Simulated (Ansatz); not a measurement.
Start of a relaxation, CH put at a hollow C-Si-Si site (SiC, P6_3mc (No. 186), (1 0 0) face):

```yaml
crystal:
  lattice:
    - [3.07520, 0.00000, 0.00000]
    - [0.00000, 5.04817, 0.00000]
    - [0.00000, 0.00000, 26.31413]
  atoms:
    - { symbol: Si, position: [0.00000, 0.99540, 0.32302] }
    - { symbol: C, position: [0.00000, 0.61960, 0.32302] }
    - { symbol: Si, position: [0.50000, 0.49540, 0.35676] }
    - { symbol: C, position: [0.50000, 0.11960, 0.35676] }
    - { symbol: Si, position: [0.50000, 0.99540, 0.42423] }
    - { symbol: C, position: [0.50000, 0.61960, 0.42423] }
    - { symbol: Si, position: [0.00000, 0.49255, 0.45673] }
    - { symbol: C, position: [0.00000, 0.11910, 0.45715] }
    - { symbol: Si, position: [0.00000, 0.00538, 0.52781] }
    - { symbol: C, position: [0.00000, 0.63160, 0.52663] }
    - { symbol: Si, position: [0.50000, 0.47331, 0.54928] }
    - { symbol: C, position: [0.50000, 0.13269, 0.55518] }
    - { symbol: C, position: [0.16667, 0.37010, 0.60534] }
    - { symbol: H, position: [0.16667, 0.37010, 0.64714] }
```

All numbers below come from DFT r2SCAN, scalar-relativistic, plane waves, PAW (Ansatz 0.2.0). Settings: cutoff 500 eV, Γ-centred mesh 9×5×1 on the computed 14-atom cell, Gaussian smearing of 0.05 eV; collinear spin. The cell repeats along c with a dipole correction in the vacuum.

Atoms 1, 2, 3, 4, 5, 6 (counted from 1) are held. The cell is fixed. Force threshold 0.03 eV/Å.

```csv
step,E − E_final (eV),largest force (eV/Å)
1,3.413,3.036
2,2.470,2.199
3,1.788,1.794
4,1.052,1.852
5,0.414,1.255
6,0.192,1.500
7,0.045,0.384
8,0.007,0.115
9,0.001,0.193
10,0.000,0.019
11,0.000,0.019
```

(1) What is the final structure?

The end is the local minimum or symmetric point that this start leads to. The slab is only 6.2 Å thick, so the energy isn't converged with thickness.

The state reached may not be the lowest one.

Results:

(1)
```
CELL_PARAMETERS angstrom
3.07520 0.00000 0.00000
0.00000 5.04817 0.00000
0.00000 0.00000 26.31413
ATOMIC_POSITIONS crystal
Si 0.00000 0.99540 0.32302
C 0.00000 0.61960 0.32302
Si 0.50000 0.49540 0.35676
C 0.50000 0.11960 0.35676
Si 0.50000 0.99540 0.42423
C 0.50000 0.61960 0.42423
Si 0.99999 0.49598 0.45734
C 0.99999 0.12088 0.45808
Si 0.99990 0.99801 0.52589
C 0.99986 0.62817 0.52512
Si 0.49985 0.50026 0.55563
C 0.49985 0.12676 0.55877
C 0.49975 0.27056 0.60688
H 0.49878 0.20502 0.64589
```

Cost: 1 run of about 36 core-minutes, on Intel Xeon 6975P-C (Granite Rapids) (shared hosts).